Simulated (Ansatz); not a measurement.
Single sheet of C:

```
CELL_PARAMETERS angstrom
2.46570 -0.00001 0.00000
1.23286 2.13535 0.00000
0.00000 0.00000 26.00154
ATOMIC_POSITIONS crystal
C 0.16562 0.16562 0.50000
C 0.49896 0.49896 0.50000
```

Theory: DFT PBE+D3(BJ), scalar-relativistic, plane waves, PAW in Ansatz. Settings: cutoff 420 eV, Γ-centred mesh 21×21×1 on the computed 4-atom cell, Gaussian smearing of 0.10 eV; no spin polarisation. No periodic images along c.

Two copies are stacked at this cell; shifts count in fractions of a and b, turns are about the origin, and heights relax. Binding counts from two free sheets, negative where bound; one atom of each layer keeps its place in the plane. 'Not resolved' marks a semimetal whose crossing may lie between the sampled points.

Task: What binding, spacing and gap does each stacking have?

Result:
| stacking | binding (meV/Å²) | centre to centre (Å) | between outer atoms (Å) | gap (mesh and path) |
| --- | --- | --- | --- | --- |
| Upper layer shifted by (0, 0) | -16.0 | 3.59 | 3.59 | not resolved |
| Upper layer shifted by (0.333, 0.333) | -18.7 | 3.42 | 3.42 | none (metal or semimetal) |
| Upper layer shifted by (0.5, 0) | -18.4 | 3.42 | 3.42 | not resolved |
| Upper layer turned by 180 degrees and shifted by (0.5, 0) | -17.4 | 3.50 | 3.50 | not resolved |

Gaps are read on the k points sampled, so a band crossing between them can be missed.

The reference crystal is a form of C, which isn't its usual structure.